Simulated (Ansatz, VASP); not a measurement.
# Ta: VASP beside Ansatz

Contents of INCAR:

```
ALGO = Normal
EDIFF = 1E-6
EDIFFG = -0.01
ENCUT = 600
GGA = PE
IBRION = 2
ISIF = 3
ISMEAR = -1
LASPH = T
LCHARG = F
LREAL = F
LWAVE = F
NELM = 60
NSW = 80
PREC = Accurate
SIGMA = 0.1
```

The input KPOINTS:

```
k-points
0
Gamma
  12 12 12
```

File POSCAR:

```
Ta
1.0
    2.6919965271      0.0000000000      0.0000000000
    0.0000000000      2.6919965271      0.0000000000
    0.0000000000      0.0000000000      2.6919965271
Ta
1
Direct
    0.0000000000      0.0000000000      0.0000000000
```

Input for Ansatz:

```yaml
crystal:
  lattice:
    - [2.6919965271, 0.0, 0.0]
    - [0.0, 2.6919965271, 0.0]
    - [0.0, 0.0, 2.6919965271]
  atoms:
    - { symbol: Ta, position: [0.0, 0.0, 0.0] }
hamiltonian:
  xc: pbe
  pseudopotentials:
    kind: paw
    azcp:
      Ta: "pseudopotentials/Ta.paw.azcp"
basis:
  ecutwfc: 420
  fft_grid_basis: typed
kpoints:
  mp_grid: { grid: [12, 12, 12], shift: [0, 0, 0] }
magnetization:
  spin_polarized: false
scf:
  occupations: { method: fermi_dirac, width: 0.1 }
relax:
  max_steps: 60
  f_tol: 0.01
  cell: {}
```

The cell was built by a generator and needn't be a form met in nature.

Alike in both runs: task relaxation of cell and atoms; functional PBE; k mesh 12 × 12 × 12; occupations fermi-dirac, width 0.1 eV; no spin polarisation.

```csv
,VASP,Ansatz
version,VASP 6.6.1,Ansatz 0.2.0
potentials or method,"VASP PAW PBE potentials, release 64 (Ta_pv)","plane waves (420 eV) with PAW, scalar-relativistic"
plane-wave cutoff (eV),600,420
valence electrons in the cell,11,13
```

|  | VASP | Ansatz | Ansatz less VASP |
| --- | --- | --- | --- |
| relaxed volume (Å³/atom) | 20.64 | 20.62 | -0.023 |
| relaxed cell length with the largest relative difference (Å) | 2.743 | 2.742 | -0.0010 |
| energy change over the relaxation (meV/atom) | -31 | -30 | +1.1 |

The two sets of potentials don't hold the same shells in valence.

The runs have no spin-orbit coupling, so splittings on Ta are missing.
